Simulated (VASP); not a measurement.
# Which magnetic order does free-standing square Co monolayer, spacing 2.5 A take?, part 4 of 4

Wanted: the lowest of several collinear orders of free-standing square Co monolayer, spacing 2.5 A.

VASP 6.6.1, plane waves and PAW; the level of theory is named at each step.

Still holding for the runs below: The magnetic state follows from one typed start and may not be the lowest.

So far, largest spin moment in the PAW sphere (μB): step 2 (relax in the ferromagnetic state, PBE) 2.03; step 4 (magnetic order, start order AFM 1, signs +--+, PBE, from moments of both signs) 1.71; step 5 (magnetic order, start order AFM 2, signs ++--, PBE, from moments of both signs) 1.89.

## 9. Magnetic order, other settings: LREAL = "Auto"

This step: PBE, spin-polarised, from parallel moments; plane waves and PAW (Co) (VASP 6.6.1).

The run is repeated with some settings moved, to see what they change.

Contents of INCAR:

```
SYSTEM = Co
PREC = Normal
ENCUT = 350
EDIFF = 1E-05
NELM = 120
ISMEAR = 1
SIGMA = 0.05
LREAL = Auto
ALGO = Fast
GGA = PE
NBANDS = 26
ISPIN = 2
MAGMOM = 2 2 2 2
LMAXMIX = 4
LORBIT = 11
LWAVE = .FALSE.
LCHARG = .FALSE.
KPAR = 2
```

Contents of POSCAR:

```
Co
1.0
    5.0000000000      0.0000000000      0.0000000000
    0.0000000000      5.0000000000      0.0000000000
    0.0000000000      0.0000000000     14.0000000000
Co
4
Direct
    0.0000000000      0.0000000000      0.5000000000
    0.0000000000      0.5000000000      0.5000000000
    0.5000000000      0.0000000000      0.5000000000
    0.5000000000      0.5000000000      0.5000000000
```

Contents of KPOINTS:

```
Automatic mesh
0
Gamma
5 5 1
0 0 0
```

The projector-augmented-wave data sets are Co (PBE family, release 64).

Launch:

```
$ mpirun -np 2 vasp_std
```

What it wrote:

```text
[banner, memory and clock lines left out]
running    2 mpi-ranks, on    1 nodes
 distrk:  each k-point on    1 cores,    2 groups
 distr:  one band on    1 cores,    1 groups

 POSCAR found type information on POSCAR Co
 POSCAR found :  1 types and       4 ions
|                                                                             |
|               ----> ADVICE to this user running VASP <----                  |
|                                                                             |
|     You have a (more or less) 'small supercell' and for smaller cells       |
|     it is recommended to use the reciprocal-space projection scheme!        |
|     The real-space optimization is not efficient for small cells and it     |
|     is also less accurate ...                                               |
|     Therefore, set LREAL=.FALSE. in the INCAR file.                         |
|                                                                             |

 LDA part: xc-table for (Slater+PW92), standard interpolation
 POSCAR, INCAR and KPOINTS ok, starting setup
 FFT: planning ... GRIDC
 FFT: planning ... GRID_SOFT
 FFT: planning ... GRID
 WAVECAR not read
 entering main loop
       N       E                     dE             d eps       ncg     rms          rms(c)
DAV:   1     0.167567546964E+03    0.16757E+03   -0.10366E+04   624   0.808E+02
DAV:   2    -0.112533629334E+02   -0.17882E+03   -0.16921E+03   632   0.250E+02
DAV:   3    -0.216478479512E+02   -0.10394E+02   -0.91082E+01   724   0.608E+01
DAV:   4    -0.220687624922E+02   -0.42091E+00   -0.41557E+00   654   0.162E+01
DAV:   5    -0.220792571993E+02   -0.10495E-01   -0.10492E-01   900   0.173E+00    0.162E+01
RMM:   6    -0.220179574677E+02    0.61300E-01   -0.45069E+01   630   0.687E+01    0.191E+01
RMM:   7    -0.200766006694E+02    0.19414E+01   -0.81963E+00   626   0.350E+01    0.460E+00
RMM:   8    -0.199463145538E+02    0.13029E+00   -0.51435E-01   632   0.760E+00    0.190E+00
RMM:   9    -0.199676814744E+02   -0.21367E-01   -0.97959E-02   637   0.159E+00    0.113E+00
RMM:  10    -0.199791854217E+02   -0.11504E-01   -0.30063E-02   647   0.154E+00    0.822E-01
RMM:  11    -0.199804488345E+02   -0.12634E-02   -0.12676E-02   650   0.106E+00    0.699E-01
RMM:  12    -0.199805808756E+02   -0.13204E-03   -0.53197E-03   658   0.652E-01    0.496E-01
RMM:  13    -0.199815526357E+02   -0.97176E-03   -0.28857E-03   664   0.372E-01    0.301E-01
RMM:  14    -0.199819311687E+02   -0.37853E-03   -0.31878E-03   693   0.432E-01    0.229E-01
RMM:  15    -0.199833170148E+02   -0.13858E-02   -0.21469E-03   658   0.442E-01    0.904E-02
RMM:  16    -0.199832528991E+02    0.64116E-04   -0.46911E-04   666   0.122E-01    0.468E-02
RMM:  17    -0.199833063105E+02   -0.53411E-04   -0.27366E-04   656   0.940E-02    0.219E-02
RMM:  18    -0.199833681891E+02   -0.61879E-04   -0.23893E-04   634   0.648E-02    0.188E-02
RMM:  19    -0.199836758792E+02   -0.30769E-03   -0.51243E-05   507   0.399E-02    0.174E-02
RMM:  20    -0.199839422201E+02   -0.26634E-03   -0.67415E-05   503   0.352E-02    0.113E-02
RMM:  21    -0.199840450245E+02   -0.10280E-03   -0.13695E-05   386   0.217E-02    0.410E-03
RMM:  22    -0.199841186148E+02   -0.73590E-04   -0.60966E-06   359   0.133E-02    0.390E-03
RMM:  23    -0.199841929256E+02   -0.74311E-04   -0.38908E-06   325   0.985E-03    0.334E-03
RMM:  24    -0.199842503558E+02   -0.57430E-04   -0.43617E-06   317   0.890E-03    0.154E-03
RMM:  25    -0.199842690429E+02   -0.18687E-04   -0.13919E-06   201   0.508E-03    0.110E-03
RMM:  26    -0.199842747044E+02   -0.56615E-05   -0.51134E-07   171   0.438E-03
   1 F= -.19984275E+02 E0= -.19985094E+02  d E =0.245743E-02  mag=     7.9062
```

Elapsed: 11 s, on 2 MPI ranks of Intel Xeon 6975P-C (Granite Rapids), shared host; peak memory 0.44 GiB; 21 s of CPU time.

OUTCAR, selected parts (step 9):

```text
   NELECT =      36.0000    total number of electrons

 E-fermi :  -2.7065

 spin component 1
 k-point     1 :       0.0000    0.0000    0.0000
  band No.  band energies     occupation
    ...
     17      -4.3062      1.00000
     18      -4.1953      1.00000
     19      -4.1953      1.00000
     20      -4.0694      1.00000
     21      -3.1163      1.00000
     22      -1.9710     -0.00000
     23      -1.5906      0.00000
     24      -1.5906      0.00000
     25       0.9039      0.00000
     26       0.9039      0.00000

 k-point     2 :       0.2000    0.0000    0.0000
  band No.  band energies     occupation
    ...
     18      -4.2957      1.00000
     19      -4.2059      1.00000
     20      -4.1455      1.00000
     21      -3.3819      1.00000
     22      -2.9944      1.00000
     23      -1.5942      0.00000
     24      -1.1326      0.00000
     25       1.0125      0.00000
     26       1.8007      0.00000

  Total      -11.4857976    -11.4857976     -0.1002823      0.0000000     -0.0000000      0.0000000
  in kB      -52.5779558    -52.5779558     -0.4590571      0.0000000     -0.0000000      0.0000000
  external PRESSURE =     -35.2049896 kB  Pullay stress =       0.0000000 kB

 POSITION                                       TOTAL-FORCE (eV/Angst)
 -----------------------------------------------------------------------------------
      0.00000      0.00000      7.00000        -0.000000      0.000000      0.000000
      0.00000      2.50000      7.00000        -0.000000     -0.000000     -0.000000
      2.50000      0.00000      7.00000         0.000000     -0.000000      0.000000
      2.50000      2.50000      7.00000        -0.000000      0.000000     -0.000000
 -----------------------------------------------------------------------------------
    total drift:                                0.000000      0.000000     -0.000000

  FREE ENERGIE OF THE ION-ELECTRON SYSTEM (eV)
  ---------------------------------------------------
  free  energy   TOTEN  =       -19.9842747044 eV

  energy  without entropy=      -19.9867321374  energy(sigma->0) =      -19.98509385

[... 9 parts as in an earlier step ...]

[... 14 further parts left out ...]
[key lines of the parts left out:]
Fermi energy:        -2.7064540819
```

Numbers from this step:

```yaml
electronic_cycles: 26
free_energy_toten: -19.98 eV
energy_at_zero_smearing: -19.99 eV
fermi_energy: -2.707 eV
moment_of_the_cell_from_the_last_line_of_the_log: 7.906 μB
```

Spin moment in the PAW sphere by atom:

```
atom  spin moment in the PAW sphere (μB)
 Co1                                2.03
 Co2                                2.03
 Co3                                2.03
 Co4                                2.03
```

Settings moved on purpose: LREAL = Auto.

Against the run that it repeats, EDIFF, NBANDS, ALGO and AMIX also differ.

The two runs compared:

| quantity | this run | the run it repeats | difference |
| --- | --- | --- | --- |
| energy at zero smearing (eV) | -19.985 | -19.986 | 9.0e-4 |
| free energy (TOTEN) (eV) | -19.984 | -19.985 | 9.0e-4 |
| Fermi energy (eV) | -2.7065 | -2.707 | 5.0e-4 |
| moment of the cell, from the last line of the log (μB) | 7.9062 | 7.9054 | 8.0e-4 |
| electronic cycles | 26 | 18 | 8 |

The total energy moves by 0.2 meV an atom.

## 10. What came out

- mean moment in the lowest run: 2.03 μB
- constant fitted for the nearest pairs: 108 meV

In words: The lowest run started as fm and holds 2.03 μB on average over the atoms that were given a moment; the next state, from afm 2, lies 255.3 meV a magnetic atom higher. It ends with the signs ++++ and a net moment of 7.90 μB a cell: the moments given at the start all parallel. The fit has as many unknowns as energies, so it is exact by construction; shells that turn over together are lumped into one constant, and others are left out. Differences of 432 meV a magnetic atom are large for orders alone; such runs may also hold other orbital or spin states. On this k mesh the moments and energy differences of a metal are not converged, and no denser mesh was tried, so the order found is tentative. The order ferri 3 ran without a converged result and may lie lower. No other collinear orders were tried, and their comparison leaves spin-orbit coupling out.

[Lines on the potential files, build, host, timing and source positions are cut from VASP's logs without a mark.]

[Logs are printed without paths, hosts, clocks, repeated set-up lines and the standing remarks that a program may print on its own settings, such as how far it seeks lower states.]

[Hosts, paths, dates, database ids (printed as entryN), source tags and the programs' standing remarks are cut or masked in the printed files.]

[In band tables of VASP the shares of atoms and orbitals are scaled to a sum of 1 inside the atoms' spheres.]

[Runs that stopped without an error message from VASP are left out.]
